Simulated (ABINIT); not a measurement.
The system is Zn.

```
CELL_PARAMETERS angstrom
2.67000 0.00000 0.00000
-1.33500 2.31229 0.00000
0.00000 0.00000 4.96600
ATOMIC_POSITIONS crystal
Zn 0.66667 0.33333 0.75000
Zn 0.33333 0.66667 0.25000
```

Base run:

```yaml
Program: ABINIT 10.8.3 (patched build)
Functional: LDA
Potentials_or_basis: JTH PAW PBE v2.0
Cutoff: 707 eV
k_mesh: 11 × 11 × 6
Occupations: fermi-dirac, width 0.05 eV
Spin: no spin polarisation
```

Its results: band gap on the k mesh none (metal or under the smearing width); pressure -9.2 GPa.

Q: After a change of settings the same cell gave: band gap on the k mesh none (metal or under the smearing width); pressure 2.4 GPa. Which change was it?
A. functional from LDA to r2SCAN
B. functional from LDA to RPBE
C. functional from LDA to AM05
D. functional from LDA to WC

A: B.

RPBE binds less tightly than LDA, so the same cell stands under more pressure.

Caveats: the PAW data sets were made with another functional, which shifts forces and pressure a little.

Runs at the PBE level aren't shown here.
